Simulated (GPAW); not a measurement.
Crystal: PbSe (Clausthalite).

```
CELL_PARAMETERS angstrom
0.00000 3.06065 3.06065
3.06065 0.00000 3.06065
3.06065 3.06065 0.00000
ATOMIC_POSITIONS crystal
Pb 0.00000 0.00000 0.00000
Se 0.50000 0.50000 0.50000
```

* Program: GPAW 26.7.0
* Task: relaxation of cell and atoms
* Functional: RPBE
* Dispersion: D3(BJ)
* Potentials or basis: the program's PAW data sets (release 1.2.1) made for this functional
* Cutoff: 600 eV
* Basis: pw
* k mesh: 8 × 8 × 8
* Occupations: fermi-dirac, width 0.05 eV
* Spin: no spin polarisation

At the start: pressure -10.5 GPa; volume 28.67 Å³/atom.

Problem. How do energy, volume and symmetry change on relaxing?

Solution. Over 5 steps the energy falls by 200.3 meV/atom and the volume is 23.59 Å³/atom (-17.7 %); space group Fm-3m (No. 225, to 0.05 Å).

Step by step:
```
step  energy change (eV)  largest force (eV/Å)  pressure (GPa)  volume (Å³)
   1              0.0000                0.0000          -10.52        57.34
   2             -0.1392                0.0000           -9.13        55.07
   3             -0.3729                0.0000            4.32        45.02
   4             -0.3993                0.0000           -0.82        47.62
   5             -0.4006                0.0000           -0.05        47.18
```

Final structure:
```
CELL_PARAMETERS angstrom
0.00000 2.86796 2.86796
2.86796 0.00000 2.86796
2.86796 2.86796 0.00000
ATOMIC_POSITIONS crystal
Pb 0.00000 0.00000 0.00000
Se 0.50000 0.50000 0.50000
```

The cell as given is a measured one (28.67 Å³/atom); RPBE+D3(BJ) puts the equilibrium volume -17.7 % from it, thermal expansion not counted.

Caveat: later steps reuse the first step's grids; the volume moved by over 15 % at a fixed basis, so the end points are rough; the volume moved by -18 % from the deposited cell, more than functionals usually miss.
